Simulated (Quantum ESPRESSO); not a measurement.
Hf:

```xyz
1
Lattice="-1.8050 1.8050 1.8050 1.8050 -1.8050 1.8050 1.8050 1.8050 -1.8050" Properties=species:S:1:pos:R:3 pbc="T T T"
Hf    0.0000    0.0000    0.0000
```

This isn't the form of Hf at room conditions, which is hcp.

Base run:

| Property | Result |
| --- | --- |
| Program | Quantum ESPRESSO 7.5 |
| Functional | PBE |
| Potentials or basis | SG15 PBE 1.2 |
| Cutoff | 884 eV |
| Density cutoff | 3537 eV |
| k mesh | 10 × 10 × 10 |
| Occupations | fermi-dirac, width 0.05 eV |
| Spin | no spin polarisation |

Its results: band gap on the k mesh none (metal or under the smearing width); pressure -4.7 GPa.

Problem. The run is repeated on the same cell with these changes: k mesh from 10 × 10 × 10 to 5 × 5 × 5. What comes out?

Solution. Band gap on the k mesh none (metal or under the smearing width); pressure -6.0 GPa.

Caveats: some runs use coarse meshes; spin-orbit coupling is left out, which moves the levels of the heavy elements (some runs).
